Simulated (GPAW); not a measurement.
# H-SnSn-H chair monolayer: work function by functional and basis, part 3 of 3

Aim: the work function of both faces of H-SnSn-H chair monolayer, and its spread over functionals and bases. Where a layer proves gapped, the work function hangs on where the smearing puts the Fermi level, and the band edges take its place.

GPAW 26.7.0; GPAW, PAW setups; layer in a repeated cell with vacuum, relaxation of atoms and in-plane cell (the session's first sound run).

So far, upper work function (eV): step 3 (plane waves, PBE) 4.74; step 4 (LDA) 4.95; step 5 (revPBE) 4.66; step 6 (RPBE) 4.66.

## (7) OptPBE vdW: xc = "optPBE-vdW"

Level of this step: GPAW, PAW setups; slab in vacuum (GPAW).

The same geometry under optPBE-vdW, to see how far the functional moves the levels against the vacuum (the van der Waals functionals take revPBE setups).

Contents of run.py:

```python
import json
import numpy as np
from ase import Atoms
from gpaw import GPAW, PW

slab = Atoms(
    ['H', 'Sn', 'Sn', 'H'],
    positions=[
        [2.35161, 1.35770, 7.00000],
        [2.35161, 1.35770, 8.73484],
        [0.00000, 2.71541, 9.55810],
        [0.00000, 2.71541, 11.29294]],
    cell=[[4.70321, -0.0, 0.0], [-2.35161, 4.0731, 0.0], [0.0, 0.0, 18.2929]],
    pbc=[True, True, False])

slab.calc = GPAW(mode=PW(500), xc='optPBE-vdW', kpts={'size': (9, 9, 1), 'gamma': True},
                 occupations={'name': 'fermi-dirac', 'width': 0.05}, nbands='200%',
                 convergence={'density': 1e-05}, maxiter=200,
                 poissonsolver={'dipolelayer': 'xy'},
                 symmetry={'tolerance': 1e-3}, txt='slab.txt')
result = {}
energy = slab.get_potential_energy()
fermi = slab.calc.get_fermi_level()
v = slab.calc.get_electrostatic_potential().mean((0, 1)) - fermi
n = slab.calc.get_pseudo_density().mean((0, 1))
L = slab.cell[2, 2]
z = np.arange(len(v)) * L / len(v)
low, high = slab.positions[:, 2].min(), slab.positions[:, 2].max()
below, above = np.interp([low - 4.8, high + 4.8], z, v)
slopes = [np.interp(x, z, np.gradient(v, z)) for x in (low - 4.8, high + 4.8)]
eps = np.array([[slab.calc.get_eigenvalues(k, s) for k in range(len(slab.calc.get_ibz_k_points()))]
                for s in range(slab.calc.get_number_of_spins())]) - fermi
top, bottom = eps[eps < 0].max(), eps[eps > 0].min()
dipole = slab.get_dipole_moment()[2]
print(f'energy {energy:.4f} eV, Fermi level {fermi:.4f} eV, dipole {dipole:.5f} e A')
print(f'potential 4.8 A off the faces, from the Fermi level: lower {below:.4f} eV, upper {above:.4f} eV')
print(f'slope of the potential there: lower {slopes[0]:.5f}, upper {slopes[1]:.5f} eV/A')
print(f'nearest levels on the mesh: {top:.4f} and {bottom:.4f} eV')
print('magnetic moment', round(slab.get_magnetic_moment(), 3))
result.update(energy=energy, fermi=fermi, dipole=dipole, below=below, above=above, slopes=slopes, edges=[top, bottom],
              z=z.tolist(), v=v.tolist(), n=n.tolist(), positions=slab.positions.tolist(),
              forces=slab.get_forces(apply_constraint=False).tolist(), moments=slab.get_magnetic_moments().tolist())
json.dump(result, open('result.json', 'w'))
```

The run is started by

```console
$ OMP_NUM_THREADS=1 OPENBLAS_NUM_THREADS=1 python run.py
```

The log of the run:

```text
energy -44.5784 eV, Fermi level -2.9560 eV, dipole 0.00025 e A
potential 4.8 A off the faces, from the Fermi level: lower 4.9480 eV, upper 4.9451 eV
slope of the potential there: lower -0.00003, upper 0.00003 eV/A
nearest levels on the mesh: -0.2222 and 0.1845 eV
magnetic moment 0.0
```

The job ended after 68 s (1 thread of Arm Neoverse V1, shared host; peak memory 0.59 GiB).

Numbers from this step:

```
levels nearest the Fermi level on the mesh : -0.2222, 0.1845 eV from the Fermi level
upper work function                        : 4.945 eV
lower work function                        : 4.948 eV
upper ionisation energy                    : 5.167 eV
```

Table of electrostatic potential energy of an electron (without an applied field's), less the Fermi level, planar mean by z:

```
z (Å)  electrostatic potential energy of an electron (without an applied field's), less the Fermi level, planar mean (eV)
    0                                                                                                                4.95
    1                                                                                                                4.95
    2                                                                                                                4.95
    3                                                                                                                4.95
    4                                                                                                                4.95
    5                                                                                                                4.94
    6                                                                                                                4.82
    7                                                                                                                3.18
    8                                                                                                              -0.470
    9                                                                                                               -11.9
   10                                                                                                               -4.69
   11                                                                                                                3.24
   12                                                                                                                4.65
   13                                                                                                                4.93
   14                                                                                                                4.94
   15                                                                                                                4.94
   16                                                                                                                4.95
   17                                                                                                                4.95
   18                                                                                                                4.95
```

The highest filled level lies 0.222 eV under the Fermi level, so the ionisation energy from the upper face is 4.945 + 0.222 = 5.167 eV, against 4.999 eV in the base run.

## (8) Self-consistent run: xc = "vdW-DF2"

The same geometry under vdW-DF2, to see how far the functional moves the levels against the vacuum (the van der Waals functionals take revPBE setups).

run.py, as its differences from that of step 7:

```diff
@@ -15,3 +15,3 @@
 
-slab.calc = GPAW(mode=PW(500), xc='optPBE-vdW', kpts={'size': (9, 9, 1), 'gamma': True},
+slab.calc = GPAW(mode=PW(500), xc='vdW-DF2', kpts={'size': (9, 9, 1), 'gamma': True},
                  occupations={'name': 'fermi-dirac', 'width': 0.05}, nbands='200%',
```

The log of the run:

```text
energy -213.2896 eV, Fermi level -3.1087 eV, dipole 0.00025 e A
potential 4.8 A off the faces, from the Fermi level: lower 5.1459 eV, upper 5.1430 eV
slope of the potential there: lower -0.00003, upper 0.00003 eV/A
nearest levels on the mesh: -0.1602 and 0.1207 eV
magnetic moment 0.0
```

Run time: 62 s. Hardware: 1 thread; peak memory 0.59 GiB.

Numbers from this step:

* levels nearest the Fermi level on the mesh: -0.1602, 0.1207 eV from the Fermi level
* upper work function: 5.143 eV
* lower work function: 5.146 eV

The highest filled level lies 0.160 eV under the Fermi level, so the ionisation energy from the upper face is 5.143 + 0.160 = 5.303 eV, against 4.999 eV in the base run.

## (9) Real-space grid: mode = "fd"

A real-space grid is a second complete basis, so it checks the plane-wave result.

run.py, as its differences from that of step 8:

```diff
@@ -3,3 +3,3 @@
 from ase import Atoms
-from gpaw import GPAW, PW
+from gpaw import GPAW
 
@@ -15,3 +15,3 @@
 
-slab.calc = GPAW(mode=PW(500), xc='vdW-DF2', kpts={'size': (9, 9, 1), 'gamma': True},
+slab.calc = GPAW(mode='fd', h=0.18, xc='PBE', kpts={'size': (9, 9, 1), 'gamma': True},
                  occupations={'name': 'fermi-dirac', 'width': 0.05}, nbands='200%',
```

The log of the run:

```text
energy -14.1249 eV, Fermi level -4.7429 eV, dipole 0.00023 e A
potential 4.8 A off the faces, from the Fermi level: lower 4.7444 eV, upper 4.7415 eV
slope of the potential there: lower -0.00000, upper 0.00000 eV/A
nearest levels on the mesh: -0.2590 and 0.2217 eV
magnetic moment 0.0
```

It took 2.6 min on 1 thread; peak memory 0.75 GiB.

Numbers from this step:

```
dipole along the normal                    : 2.29e-4 e·Å
levels nearest the Fermi level on the mesh : -0.2590, 0.2217 eV from the Fermi level
upper work function                        : 4.741 eV
lower work function                        : 4.744 eV
upper ionisation energy                    : 5.000 eV
```

The highest filled level lies 0.259 eV under the Fermi level, so the ionisation energy from the upper face is 4.741 + 0.259 = 5.000 eV, against 4.999 eV in the base run.

## (10) Atomic orbitals: mode = "lcao"

Atom-centred orbitals end a few angstrom from the surface, which tests how much the density's tail matters.

run.py, as its differences from that of step 9:

```diff
@@ -15,4 +15,4 @@
 
-slab.calc = GPAW(mode='fd', h=0.18, xc='PBE', kpts={'size': (9, 9, 1), 'gamma': True},
-                 occupations={'name': 'fermi-dirac', 'width': 0.05}, nbands='200%',
+slab.calc = GPAW(mode='lcao', basis='dzp', h=0.18, xc='PBE', kpts={'size': (9, 9, 1), 'gamma': True},
+                 occupations={'name': 'fermi-dirac', 'width': 0.05}, nbands='120%',
                  convergence={'density': 1e-05}, maxiter=200,
```

The log of the run:

```text
energy -13.2296 eV, Fermi level -4.5933 eV, dipole 0.00023 e A
potential 4.8 A off the faces, from the Fermi level: lower 4.5948 eV, upper 4.5919 eV
slope of the potential there: lower -0.00000, upper -0.00000 eV/A
nearest levels on the mesh: -0.2807 and 0.2433 eV
magnetic moment 0.0
```

Run time: 23 s. Hardware: 1 thread; peak memory 0.31 GiB.

Numbers from this step:

| Property | Result |
| --- | --- |
| levels nearest the Fermi level on the mesh | -0.2807, 0.2433 eV from the Fermi level |
| upper work function | 4.592 eV |
| lower work function | 4.595 eV |
| upper ionisation energy | 4.873 eV |

Table of electrostatic potential energy of an electron (without an applied field's), less the Fermi level, planar mean by z:

```
z (Å)  electrostatic potential energy of an electron (without an applied field's), less the Fermi level, planar mean (eV)
  0.0                                                                                                                4.59
  0.5                                                                                                                4.59
  1.0                                                                                                                4.59
  1.5                                                                                                                4.59
  2.0                                                                                                                4.59
  2.5                                                                                                                4.59
  3.0                                                                                                                4.59
  3.5                                                                                                                4.59
  4.0                                                                                                                4.59
  4.5                                                                                                                4.59
  5.0                                                                                                                4.59
  5.5                                                                                                                4.58
  6.0                                                                                                                4.52
  6.5                                                                                                                4.17
  7.0                                                                                                                3.05
  7.5                                                                                                                2.90
  8.0                                                                                                              -0.462
  8.5                                                                                                               -8.25
  9.0                                                                                                               -11.9
  9.5                                                                                                               -11.5
 10.0                                                                                                               -4.69
 10.5                                                                                                                1.44
 11.0                                                                                                                3.18
 11.5                                                                                                                3.54
 12.0                                                                                                                4.38
 12.5                                                                                                                4.56
 13.0                                                                                                                4.59
 13.5                                                                                                                4.59
 14.0                                                                                                                4.59
 14.5                                                                                                                4.59
 15.0                                                                                                                4.59
 15.5                                                                                                                4.59
 16.0                                                                                                                4.59
 16.5                                                                                                                4.59
 17.0                                                                                                                4.59
 17.5                                                                                                                4.59
 18.0                                                                                                                4.59
```

The highest filled level lies 0.281 eV under the Fermi level, so the ionisation energy from the upper face is 4.592 + 0.281 = 4.873 eV, against 4.999 eV in the base run.

## (11) The ladder

Times are for 1 thread of Arm Neoverse V1, shared host. The runs compared:

```
no.         run  upper work function (eV)  lower work function (eV)     time  memory (GiB)
  1          pw                     4.741                     4.744     51 s          0.29
  2         LDA                     4.954                     4.957     48 s          0.28
  3      revPBE                     4.658                     4.661     52 s           0.3
  4        RPBE                     4.663                     4.666     51 s          0.29
  5  optPBE vdW                     4.945                     4.948     68 s          0.59
  6     vdW DF2                     5.143                     5.146     62 s          0.59
  7          fd                     4.741                     4.744  2.6 min          0.75
  8        lcao                     4.592                     4.595     23 s          0.31
```

## (12) Side by side

Results and costs are gathered.

This step: comparison of work functions, dipole and cost (GPAW 26.7.0).

Ladder, by row:

```
      step  code  work function, upper (eV)  work function, lower (eV)  dipole (e Å)  wall time (s)  peak memory (GiB)  threads
        pw  GPAW                      4.741                      4.744       2.50e-4          51.02               0.29        1
       LDA  GPAW                      4.954                      4.957       2.53e-4          47.62               0.28        1
    revPBE  GPAW                      4.658                      4.661       2.49e-4          51.79                0.3        1
      RPBE  GPAW                      4.663                      4.666       2.49e-4             51               0.29        1
optPBE-vdW  GPAW                      4.945                      4.948       2.49e-4          67.57               0.59        1
   vdW-DF2  GPAW                      5.143                      5.146       2.49e-4          61.94               0.59        1
        fd  GPAW                      4.741                      4.744       2.29e-4          157.1               0.75        1
      lcao  GPAW                      4.592                      4.595       2.29e-4          23.37               0.31        1
```

## (13) Summary of results

* work function, both faces (Fermi level placed in the gap by the smearing): 4.74 eV
* ionisation energy from the upper face (highest filled level on the mesh): 5.00 eV
* electron affinity from the upper face (lowest empty Kohn-Sham level on the mesh): 4.52 eV
* dipole along the normal: 2.5e-4 e Å

In words: With plane waves and PBE the ionisation energy from the upper face is 5.00 eV and the Kohn-Sham electron affinity 4.52 eV. The levels nearest the Fermi level on the mesh lie 0.479 eV apart, so the slab is gapped there: the smearing puts the Fermi level inside the gap, and from either face the ionisation energy is the work function plus 0.26 eV. Both are Kohn-Sham levels on the mesh, and semilocal gaps are too small, so the affinity tends to come out too large and the ionisation energy too small. Work functions of a gapped slab move with the place of the Fermi level in the gap; over the runs without a planted fault the highest filled level on the mesh lies 4.87 (lcao) to 5.30 eV (vdW-DF2) under the upper vacuum level. The small printed dipole stands for a step of -2.4 meV from the lower to the upper face, and the probes find -2.9 meV; values this small are near the numerical noise of both. The layer's cell and atoms come from the relaxation; spin-orbit coupling and temperature are left out.

[Logs are printed without paths, hosts, clocks, repeated set-up lines and the standing remarks that a program may print on its own settings, such as how far it seeks lower states.]

[Hosts, paths, dates, database ids (printed as entryN), source tags and the programs' standing remarks are cut or masked in the printed files.]
